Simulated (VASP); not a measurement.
GeS, 8 atoms in the cell. It takes space group Pnma (No. 62, orthorhombic). Conventional cell: a = 10.657 Å, b = 3.684 Å, c = 4.349 Å, α = 90.00°, β = 90.00°, γ = 90.00°. Ge (site symmetry m) is surrounded by 3 S at 2.46 Å. Around S (site symmetry m) lie 3 Ge at 2.46 Å. 

* Program: VASP 6.6.1
* Task: relaxation of shape and atoms at fixed volume
* Functional: PBE
* Dispersion: D3(BJ)
* Potentials or basis: VASP PAW PBE potentials, release 64 (Ge_d, S)
* Cutoff: 600 eV
* k mesh: 4 × 8 × 6
* Occupations: gaussian, width 0.03 eV
* Spin: no spin polarisation
* Further INCAR settings: ALGO = Normal; EDIFF = 1e-07; IBRION = 2; EDIFFG = -0.01; NSW = 40; ISIF = 4

Potentials or basis: VASP PAW PBE potentials, release 64 (Ge_d, S).

Command:

```bash
$ cat potpaw_PBE.64/Ge_d/POTCAR potpaw_PBE.64/S/POTCAR > POTCAR
$ mpirun -np 2 vasp_std > vasp.out
```

Hardware: 2 MPI ranks on Intel(R) Xeon(R) 6975P-C (Granite Rapids) (shared host).

Estimate the wall time of this run.

Wall time 2.8 min on 2 MPI ranks on Intel(R) Xeon(R) 6975P-C (Granite Rapids) (shared host), peak memory 0.57 GiB a rank. Counts: scf iterations 16, k points 60, ion steps 1.
